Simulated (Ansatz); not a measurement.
Below is a relaxed structure of TiO₂. The cell was found from a structure generator's guess, not taken from experiment.

All numbers below come from DFT PBE, scalar-relativistic, plane waves, PAW (Ansatz). Cutoff 420 eV, Γ-centred mesh, Gaussian smearing, no spin polarisation.

```yaml
crystal:
  lattice:
    - [2.98955, 0.00000, 0.00000]
    - [-1.49478, 2.58903, 0.00000]
    - [0.00000, 0.00000, 5.51168]
  atoms:
    - { symbol: Ti, position: [0.00000, 0.00000, 0.50000] }
    - { symbol: O, position: [0.33333, 0.66667, 0.67504] }
    - { symbol: O, position: [0.66667, 0.33333, 0.32496] }
```

Energies over the elements count from the elements' standard structures at the same level (O₂ as a molecule), with no fitted energy shifts.

Task: What space group does it have?

Result: P-3m1 (No. 164), the cadmium iodide type. Conventional cell: a = 2.990 Å, c = 5.512 Å. Ti is surrounded by 6 O at 1.98 Å; around O lie 3 Ti at 1.98 Å.

Task: What is its formation energy per atom?

Result: −2.906 eV/atom.

Task: Is it a metal?

Result: No, the gap on the 12×12×4 mesh is 2.66 eV.

The last run used a 12×12×4 mesh (in the run's order of axes) for its 3-atom cell and Gaussian smearing of 0.02 eV. No dispersion correction is applied, so the spacing and binding between layers, chains or molecules are poorly described. Kohn–Sham gaps at this level usually fall short of measured ones. A structure relaxed within its symmetry needn't be a true minimum. Another cell of TiO2 relaxed alike, in I4_1/amd (a cell as deposited in COD), lies 143 meV/atom lower, so this cell isn't the stable form at this level.
